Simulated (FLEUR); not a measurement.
Runs of FLEUR MaX-R8.1 (later development tree) on Cu. Symmetry: Fm-3m, No. 225, cubic system. Conventional cell: a = 3.615 Å, b = 3.615 Å, c = 3.615 Å, α = 90.00°, β = 90.00°, γ = 90.00°. Cu (site symmetry m-3m) has 12 Cu at 2.56 Å as nearest neighbours. 

| task | level | cell | max iterations | mixing factor | mixer | mixer history | density convergence | gap on the mesh (eV) | V0 of scaled cells (Å³/atom) | B0 (GPa) |
| --- | --- | --- | --- | --- | --- | --- | --- | --- | --- | --- |
| equation of state | PBEsol | as given | - | - | - | - | - | - | (a) | 169 |
| equation of state | r2SCAN | as given | - | - | - | - | - | - | 11.43 | 162 |
| single point | PBEsol | as given | 60 | 0.05 | Anderson | 15 | 1e-05 me/bohr^3 | none | - | - |
| single point | PBEsol | cell strained at random at fixed volume | 60 | 0.05 | Anderson | 15 | 1e-05 me/bohr^3 | none | - | - |

Alike in all rows: potentials or basis all-electron, FLAPW; no spin polarisation; k mesh 13 × 13 × 13; smearing fermi-dirac 0.05 eV; kmax 4.47 1/bohr.

Problem. Estimate the missing entries.

Solution. (a) 11.30.

Caveats: the meta-GGA is that of a development version, with a GGA for the radial functions and cores and without core tails (some runs).

A gap of «none» marks a metal or a gap under the smearing width.
